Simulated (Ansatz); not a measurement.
# RbBr (Fm-3m) in Ansatz: further runs

The runs below take RbBr through single point, with HSE(alpha, omega).

Program: Ansatz 0.2.0. These are calculated values, not measurements. Logs are shortened: lines on timing, memory, paths and dates and some standing lists are left out, and cuts for length are marked.

## (1) The crystal as given

It takes space group Fm-3m (No. 225, cubic). The conventional cell has a = 6.854 Å, b = 6.854 Å, c = 6.854 Å, α = 90.00°, β = 90.00°, γ = 90.00°. Around Rb (site symmetry m-3m) lie 6 Br at 3.43 Å. Br (site symmetry m-3m) is surrounded by 6 Rb at 3.43 Å.

## (2) Single point, HSE(alpha, omega)

Input file input.yaml:

```yaml
crystal:
  lattice:
    - [0.0, 3.427, 3.427]
    - [3.427, 0.0, 3.427]
    - [3.427, 3.427, 0.0]
  atoms:
    - { symbol: Rb, position: [0.0, 0.0, 0.0] }
    - { symbol: Br, position: [0.5, 0.5, 0.5] }
kpoints:
  mp_grid: { grid: [4, 4, 4] }
scf:
  occupations: { method: fermi_dirac, width: 0.05 }
hamiltonian:
  xc: { preset: hse06, exx: { coeff: 0.25, omega: 0.1 } }
  pseudopotentials: { kind: all_electron, datasets: crystal }
output:
  forces: true
  stress: true
```

Potentials or basis: all-electron PAW datasets made for the crystal.

Run with:

```bash
ansatz run input.yaml --threads 1 --pin off --max-ram 3072MiB --backend cpu --events-out ev --progress --plain --runs-dir out
```

The log of the run:

```text
Warning: RAYON_NUM_THREADS=1 ignored (pool sized by the plan → 1); use --threads N
hamiltonian.pseudopotentials.datasets: crystal makes datasets for this crystal and solves the spheres of its atoms anew in each pass: cutoff 220.0 eV, the density's 880.0 eV;, for an error of 0.50 meV an atom under PBE, 1.0 meV for the cell; an energy difference from a run of another recipe may be off by several times the error for the cell, under r2SCAN by more, where some 0.1 meV an atom stays at smaller errors; Br in spheres of 1.376 Å, 7 of its electrons in bands; Rb in spheres of 1.376 Å, 9 of its electrons in bands
exact exchange: scf.exx.singularity resolves to wigner_seitz, which cuts the screened interaction at the faces of the exchange supercell's Wigner-Seitz cell, so that each pair interacts once, at the shortest of its separations (the periodic images that this leaves out come, for a point-like exchange hole, to about 0.014 eV on a filled level). The cut falls within the interaction's reach, and what an exchange supercell this small leaves in the energy, the band gaps and, where it is computed, the pressure is not bounded here. The exchange supercell (the smallest cell that an SCF of this deck is solved on times the 4×4×4 mesh of the exchange sum) has its nearest image at L = 19.39 Å, 1.94 times the interaction's range 1/ω = 10.00 Å. A denser mesh of the exchange sum (kpoints.mp_grid; where a k-mesh is refused, the cell repeated along its short axes), shrinks what is left. The k-mesh (kpoints.mp_grid) can leave an error of its own, as it does under a semilocal functional: two runs of this structure under PBE, one on that k-mesh and one on a denser one or on the cell repeated (per cell), show about how large it is in the energy; in a metal the hybrid's can be larger than they show. Converge the k-mesh under the hybrid itself. See scf.exx.q_mesh
Engine: ansatz 0.2.0, aarch64-unknown-linux-gnu
Pseudopotentials: kind: all_electron
Pseudopotential: Rb, paw, valence charge 9, recommended cutoff 220 eV (normal), crystal/all_electron/pbe/scalar/gaussian/Rb, Koelling and Harmon's equation, gaussian nucleus
Pseudopotential: Br, paw, valence charge 7, recommended cutoff 220 eV (normal), crystal/all_electron/pbe/scalar/gaussian/Br, Koelling and Harmon's equation, gaussian nucleus
Functional definition: unnamed
  parameter a_1 = 0.25
  parameter omega_1 = 0.1/angstrom
  exchange = pbe_x + (-a_1)*pbe_x_sr(omega_1) + a_1*exact_x_sr(omega_1)
  correlation = pbe_c
Crystal: 2 atoms, lattice volume = 80.496 Å³
Basis set: ecut = 220 eV, 609 PW (Γ), exchange–correlation on 48×48×48 points (8 copies of the dense FFT grid, shifted against one another)
Bands: 12, of which v1, the nominal top of the filled ones, is band 8 counted from 1 (7 counted from 0)
Symmetry: 48 space group operations
Space group: Fm-3m (ITA 225), of the structure as read, at distance tolerance 4.3e-5 Å
k-points: 8 of 64
Non-local potential: Rb, projectors of the file, l = 0: 2, l = 1: 2, l = 2: 2
Non-local potential: Br, projectors of the file, l = 0: 2, l = 1: 1
PAW form: soft (Blöchl's): semilocal exchange-correlation on the pseudo side does not see the compensation charge
PAW one-centre angular grid: Rb, 110 points (default); XC on its mesh's 1897 points in the sphere
PAW one-centre angular grid: Br, 110 points (default); XC on its mesh's 1905 points in the sphere
Initial density: superposition of atomic densities (neutral atoms: chi_scale 0, normalization atom)
Initial wavefunctions: pseudopotential atomic-orbital guess
Functional: x = pbe(κ = 0.804, μ = 0.2195149727645171) + 0.25 (exact − pbe) at short range (hse, ω = 0.1 Å⁻¹), c = pbe(β = 0.06672455060314922)
iter 1 solved again at ethr=5.40e-3 eV; its pass at ethr=1.00e-1 eV (dr2=8.64e-1 eV) is discarded
SCF iter   1: F=—  HF=-152051.530321 eV  |F-HF|=—  |Δ(HF+E_count)|=         —  Δρ=1.88e-2  dr2=8.43e-1  ethr=5.40e-3  ⟨swp⟩=3.8  Hψ=543  notcnv=0
preconditioner: auto → none  [insulator: Δε(μ)=4.966 eV  Ē_g=13.458 eV  σ=0.050 eV  W_gap=1.00  n_scr=14 (ndim 8)  ℏωp=15.5 eV  f_vac=0.000  D(μ)=0.00/eV (n_scr^D=0)]
iter 2 solved again at ethr=2.89e-4 eV; its pass at ethr=5.27e-3 eV (dr2=4.62e-2 eV) is discarded
SCF iter   2: F=—  HF=-152051.274205 eV  |F-HF|=—  |Δ(HF+E_count)|=   2.56e-1  Δρ=7.84e-3  dr2=4.62e-2  ethr=2.89e-4  ⟨swp⟩=3.1  Hψ=482  notcnv=0  defer=5
SCF iter   3: F=—  HF=-152051.283121 eV  |F-HF|=—  |Δ(HF+E_count)|=   8.92e-3  Δρ=3.55e-3  dr2=1.06e-2  ethr=2.89e-4  ⟨swp⟩=2.6  Hψ=199  notcnv=0  defer=1
SCF iter   4: F=—  HF=-152051.289200 eV  |F-HF|=—  |Δ(HF+E_count)|=   6.08e-3  Δρ=7.93e-4  dr2=7.50e-4  ethr=6.65e-5  ⟨swp⟩=3.0  Hψ=214  notcnv=0
SCF iter   5: F=—  HF=-152051.290421 eV  |F-HF|=—  |Δ(HF+E_count)|=   1.22e-3  Δρ=1.35e-4  dr2=9.34e-6  ethr=4.69e-6  ⟨swp⟩=3.0  Hψ=206  notcnv=0
SCF iter   6: F=—  HF=-152053.456013 eV  |F-HF|=—  |Δ(HF+E_count)|=         —  Δρ=3.27e-3  dr2=4.88e-3  ethr=5.84e-8  ⟨swp⟩=6.0  Hψ=476  notcnv=0  defer=5
SCF iter   7: F=—  HF=-152053.453626 eV  |F-HF|=—  |Δ(HF+E_count)|=   2.39e-3  Δρ=9.08e-4  dr2=2.78e-4  ethr=5.84e-8  ⟨swp⟩=4.8  Hψ=363  notcnv=0  defer=1
SCF iter   8: F=—  HF=-152053.452353 eV  |F-HF|=—  |Δ(HF+E_count)|=   1.27e-3  Δρ=4.97e-5  dr2=3.39e-6  ethr=5.84e-8  ⟨swp⟩=3.6  Hψ=323  notcnv=0  defer=1
SCF iter   9: F=—  HF=-152053.452818 eV  |F-HF|=—  |Δ(HF+E_count)|=   4.65e-4  Δρ=1.39e-4  dr2=2.08e-6  ethr=2.12e-8  ⟨swp⟩=3.4  Hψ=299  notcnv=0  defer=1
SCF iter  10: F=—  HF=-152053.452834 eV  |F-HF|=—  |Δ(HF+E_count)|=   1.55e-5  Δρ=2.07e-5  dr2=5.46e-8  ethr=1.30e-8  ⟨swp⟩=2.5  Hψ=172  notcnv=0  defer=4
SCF iter  11: F=-152053.452832 eV  HF=-152053.452832 eV  |F-HF|=2.33e-10  |Δ(HF+E_count)|=   2.30e-6  Δρ=1.27e-6  dr2=4.95e-10  ethr=3.41e-10  ⟨swp⟩=3.1  Hψ=180  notcnv=0  defer=1
SCF 1 converged in 11 iterations: F = -152053.452834 eV  dr2 = 4.95e-10
  Residual-converged pass: ⟨swp⟩=3.0  Hψ=180  notcnv=0  max |occ|·‖R‖ = 4.3e-6 eV (tolerance 5.3e-6 eV)  dr2=6.89e-10  dr2_onsite=1.12e-9  max |Δocc| = 0.0e0
hybrid outer 1: dexx = +6.092e-12 eV
hybrid SCF converged: 1 outer / 11 inner (+0 warm-up), last move |dexx| = 6.09e-12 eV
Stability not checked: this state was not tested for a lower state beside it, because the functional holds exact exchange (a hybrid, or Hartree-Fock), whose exchange loop this test does not read (fock_operator; see scf.lower_state_search)
Free energy (F): -152053.452834 eV
Harris-Foulkes:  -152053.452834 eV  (|F-HF|=2.33e-10)
Internal energy: -152053.452834 eV  (E = F + TS)
E sigma→0 (E₀):  -152053.452834 eV
Past the cutoff: the bands carry plane waves up to 1.75 times it, of which those up to 1.5 times it add -0.000154 eV an atom, each by itself; the spheres take 0.000147 eV an atom off the energy for waves past 1.75 times it
Past the cutoffs: a stress includes 0.0005 GPa for waves and charges beyond them, in addition to the slope of what the spheres take
In the spheres:  the bands' charges fall short by 6.8e-7 e at most (sound up to 1e-3)
Fermi energy:    4.595750 eV
--- Per-component energies (eV) ---
  E_band       = -109.733588
  E_kinetic    = 258.793016
  E_local      = -509.425597  (includes V_loc(G=0)·N_el)
  E_nonlocal   = 26.324949
  E_hartree    = 225.918057
  E_xc         = -127.525710
  E_vxc        = -162.377723  (∫ρ·V_xc dr)
  E_exx        = -36.703311  (= α·E_x^exact, valence–valence)
  E_paw        = -152442.681451  (= ΣΔE_a)
  E_vpaw       = -1423.663897  (= ΣTr[D̂ρ^β])
  E_ewald      = -770.339449
  E_smearing   = -0.000000  (= −TS)
  E_closure    = 1322.186662  (closes the sum)
  Σ components = -152053.452834   (vs F -152053.452834, Δ=0.00e0)
  The terms above E_closure are by the made datasets' own strengths, without shells solved beside the bands.
--- Forces (eV/Å), atoms counted from 1 ---
  atom   1  Rb    -0.00000000    -0.00000000     0.00000000
  atom   2  Br     0.00000000    -0.00000000    -0.00000000
  max |Σ_I F_I| component: 2.46e-18 eV/Å
--- Stress (GPa, compression-positive) ---
        0.748656       0.000000       0.000000
        0.000000       0.748656       0.000000
        0.000000       0.000000       0.748656
  P = ⅓ Tr σ = 0.7487 GPa (7.487 kbar)
--- Band table (eV; the first three rows and the last of 8) ---
  k-point 0: bands = ["-24.5301", "-11.5980", "-7.4202", "-7.4202", "-7.4202", "1.6210", "1.6210", "1.6210", "7.4888", "10.5304"]
  k-point 1: bands = ["-24.5249", "-11.6190", "-7.4225", "-7.4225", "-7.3886", "1.0427", "1.4264", "1.4264", "8.7825", "10.3454"]
  k-point 2: bands = ["-24.5196", "-11.6396", "-7.4246", "-7.4246", "-7.3572", "0.5796", "1.2454", "1.2454", "9.9320", "10.9669"]
  k-point 7: bands = ["-24.5166", "-11.5653", "-7.5559", "-7.5559", "-7.3946", "1.0994", "1.2461", "1.2461", "10.2599", "10.2599"]
```

Wall time 17 s (1 thread of Arm Neoverse V2, shared host); peak memory 0.58 GiB.

What came out:

* Free energy: -152053.4528 eV
* Pressure: 0.7 GPa
* Band gap on the k mesh: 5.87 eV, direct

Levels at points of the mesh, in eV from the valence-band top:
```tsv
k point	band 6	band 7	band 8	band 9	band 10
(0.00, 0.00, 0.00)	0.00	0.00	0.00	5.87	8.91
(0.00, 0.00, -0.50)	-1.04	-0.38	-0.38	8.31	9.35
(0.00, -0.50, -0.50)	-0.51	-0.17	-0.17	7.11	8.79
```

## (3) Single point, HSE(alpha, omega)

Edit input.yaml of step 2 so:

```diff
@@ -13,3 +13,3 @@
 hamiltonian:
-  xc: { preset: hse06, exx: { coeff: 0.25, omega: 0.1 } }
+  xc: { preset: hse06, exx: { coeff: 0.25, omega: 0.15 } }
   pseudopotentials: { kind: all_electron, datasets: crystal }
```

Potentials or basis: all-electron PAW datasets made for the crystal.

Run with:

```bash
ansatz run input.yaml --threads 1 --pin off --max-ram 3072MiB --backend cpu --events-out ev --progress --plain --runs-dir out
```

The log of the run:

```text
Warning: RAYON_NUM_THREADS=1 ignored (pool sized by the plan → 1); use --threads N
hamiltonian.pseudopotentials.datasets: crystal makes datasets for this crystal and solves the spheres of its atoms anew in each pass: cutoff 220.0 eV, the density's 880.0 eV;, for an error of 0.50 meV an atom under PBE, 1.0 meV for the cell; an energy difference from a run of another recipe may be off by several times the error for the cell, under r2SCAN by more, where some 0.1 meV an atom stays at smaller errors; Br in spheres of 1.376 Å, 7 of its electrons in bands; Rb in spheres of 1.376 Å, 9 of its electrons in bands
[... 6 set-up lines as earlier in the session ...]
  parameter omega_1 = 0.15/angstrom
[... 2 set-up lines as earlier in the session ...]
Crystal: 2 atoms, lattice volume = 80.496 Å³
Basis set: ecut = 220 eV, 609 PW (Γ), exchange–correlation on 48×48×48 points (8 copies of the dense FFT grid, shifted against one another)
Bands: 12, of which v1, the nominal top of the filled ones, is band 8 counted from 1 (7 counted from 0)
[... 2 set-up lines as earlier in the session ...]
k-points: 8 of 64
[... 7 set-up lines as earlier in the session ...]
Functional: x = pbe(κ = 0.804, μ = 0.2195149727645171) + 0.25 (exact − pbe) at short range (hse, ω = 0.15 Å⁻¹), c = pbe(β = 0.06672455060314922)
iter 1 solved again at ethr=5.40e-3 eV; its pass at ethr=1.00e-1 eV (dr2=8.64e-1 eV) is discarded
SCF iter   1: F=—  HF=-152051.530321 eV  |F-HF|=—  |Δ(HF+E_count)|=         —  Δρ=1.88e-2  dr2=8.43e-1  ethr=5.40e-3  ⟨swp⟩=3.8  Hψ=543  notcnv=0
preconditioner: auto → none  [insulator: Δε(μ)=4.966 eV  Ē_g=13.458 eV  σ=0.050 eV  W_gap=1.00  n_scr=14 (ndim 8)  ℏωp=15.5 eV  f_vac=0.000  D(μ)=0.00/eV (n_scr^D=0)]
iter 2 solved again at ethr=2.89e-4 eV; its pass at ethr=5.27e-3 eV (dr2=4.62e-2 eV) is discarded
SCF iter   2: F=—  HF=-152051.274205 eV  |F-HF|=—  |Δ(HF+E_count)|=   2.56e-1  Δρ=7.84e-3  dr2=4.62e-2  ethr=2.89e-4  ⟨swp⟩=3.1  Hψ=482  notcnv=0  defer=5
SCF iter   3: F=—  HF=-152051.283126 eV  |F-HF|=—  |Δ(HF+E_count)|=   8.92e-3  Δρ=3.55e-3  dr2=1.06e-2  ethr=2.89e-4  ⟨swp⟩=2.6  Hψ=199  notcnv=0  defer=1
SCF iter   4: F=—  HF=-152051.289229 eV  |F-HF|=—  |Δ(HF+E_count)|=   6.10e-3  Δρ=7.74e-4  dr2=7.21e-4  ethr=6.65e-5  ⟨swp⟩=3.0  Hψ=214  notcnv=0
SCF iter   5: F=—  HF=-152051.290421 eV  |F-HF|=—  |Δ(HF+E_count)|=   1.19e-3  Δρ=1.34e-4  dr2=9.30e-6  ethr=4.51e-6  ⟨swp⟩=3.0  Hψ=206  notcnv=0
SCF iter   6: F=—  HF=-152053.438907 eV  |F-HF|=—  |Δ(HF+E_count)|=         —  Δρ=3.27e-3  dr2=4.87e-3  ethr=5.81e-8  ⟨swp⟩=6.0  Hψ=476  notcnv=0  defer=5
SCF iter   7: F=—  HF=-152053.436259 eV  |F-HF|=—  |Δ(HF+E_count)|=   2.65e-3  Δρ=9.01e-4  dr2=2.71e-4  ethr=5.81e-8  ⟨swp⟩=4.8  Hψ=365  notcnv=0  defer=1
SCF iter   8: F=—  HF=-152053.434982 eV  |F-HF|=—  |Δ(HF+E_count)|=   1.28e-3  Δρ=4.71e-5  dr2=3.05e-6  ethr=5.81e-8  ⟨swp⟩=3.8  Hψ=324  notcnv=0  defer=1
SCF iter   9: F=—  HF=-152053.435434 eV  |F-HF|=—  |Δ(HF+E_count)|=   4.52e-4  Δρ=1.37e-4  dr2=1.99e-6  ethr=1.91e-8  ⟨swp⟩=3.4  Hψ=299  notcnv=0  defer=1
SCF iter  10: F=—  HF=-152053.435449 eV  |F-HF|=—  |Δ(HF+E_count)|=   1.50e-5  Δρ=2.07e-5  dr2=5.30e-8  ethr=1.25e-8  ⟨swp⟩=2.2  Hψ=168  notcnv=0  defer=3
SCF iter  11: F=-152053.435447 eV  HF=-152053.435447 eV  |F-HF|=2.04e-10  |Δ(HF+E_count)|=   2.29e-6  Δρ=1.23e-6  dr2=3.96e-10  ethr=3.31e-10  ⟨swp⟩=2.4  Hψ=167  notcnv=0  defer=3
SCF 1 converged in 11 iterations: F = -152053.435449 eV  dr2 = 3.96e-10
  Residual-converged pass: ⟨swp⟩=3.0  Hψ=190  notcnv=0  max |occ|·‖R‖ = 4.3e-6 eV (tolerance 5.3e-6 eV)  dr2=5.73e-10  dr2_onsite=1.03e-9  max |Δocc| = 0.0e0
hybrid outer 1: dexx = +8.150e-12 eV
hybrid SCF converged: 1 outer / 11 inner (+0 warm-up), last move |dexx| = 8.15e-12 eV
Stability not checked: this state was not tested for a lower state beside it, because the functional holds exact exchange (a hybrid, or Hartree-Fock), whose exchange loop this test does not read (fock_operator; see scf.lower_state_search)
Free energy (F): -152053.435449 eV
Harris-Foulkes:  -152053.435449 eV  (|F-HF|=2.04e-10)
Internal energy: -152053.435449 eV  (E = F + TS)
E sigma→0 (E₀):  -152053.435449 eV
Past the cutoff: the bands carry plane waves up to 1.75 times it, of which those up to 1.5 times it add -0.000148 eV an atom, each by itself; the spheres take 0.000148 eV an atom off the energy for waves past 1.75 times it
Past the cutoffs: a stress includes 0.0005 GPa for waves and charges beyond them, in addition to the slope of what the spheres take
In the spheres:  the bands' charges fall short by 7.2e-7 e at most (sound up to 1e-3)
Fermi energy:    4.603910 eV
--- Per-component energies (eV) ---
  E_band       = -108.138092
  E_kinetic    = 258.800334
  E_local      = -509.420905  (includes V_loc(G=0)·N_el)
  E_nonlocal   = 26.322779
  E_hartree    = 225.913686
  E_xc         = -129.012984
  E_vxc        = -163.866000  (∫ρ·V_xc dr)
  E_exx        = -35.117244  (= α·E_x^exact, valence–valence)
  E_paw        = -152442.854483  (= ΣΔE_a)
  E_vpaw       = -1423.839574  (= ΣTr[D̂ρ^β])
  E_ewald      = -770.339449
  E_smearing   = -0.000000  (= −TS)
  E_closure    = 1322.272817  (closes the sum)
  Σ components = -152053.435449   (vs F -152053.435449, Δ=0.00e0)
  The terms above E_closure are by the made datasets' own strengths, without shells solved beside the bands.
--- Forces (eV/Å), atoms counted from 1 ---
  atom   1  Rb     0.00000000     0.00000000     0.00000000
  atom   2  Br    -0.00000000     0.00000000    -0.00000000
  max |Σ_I F_I| component: 1.63e-18 eV/Å
--- Stress (GPa, compression-positive) ---
        0.751600      -0.000000      -0.000000
       -0.000000       0.751600       0.000000
        0.000000       0.000000       0.751600
  P = ⅓ Tr σ = 0.7516 GPa (7.516 kbar)
--- Band table (eV; the first three rows and the last of 8) ---
  k-point 0: bands = ["-24.4262", "-11.4955", "-7.3199", "-7.3199", "-7.3199", "1.7138", "1.7138", "1.7138", "7.4116", "10.4427"]
  k-point 1: bands = ["-24.4210", "-11.5165", "-7.3220", "-7.3220", "-7.2882", "1.1398", "1.5210", "1.5210", "8.7016", "10.2605"]
  k-point 2: bands = ["-24.4157", "-11.5370", "-7.3240", "-7.3240", "-7.2567", "0.6803", "1.3417", "1.3417", "9.8514", "10.8805"]
  k-point 7: bands = ["-24.4127", "-11.4628", "-7.4549", "-7.4549", "-7.2941", "1.1963", "1.3428", "1.3428", "10.1759", "10.1759"]
```

Wall time 17 s (1 thread of Arm Neoverse V2, shared host); peak memory 0.58 GiB.

Results:

| Item | Value |
| --- | --- |
| Free energy | -152053.4354 eV |
| Pressure | 0.8 GPa |
| Band gap on the k mesh | 5.70 eV, direct |

(Part 1 of 2 ends here.)
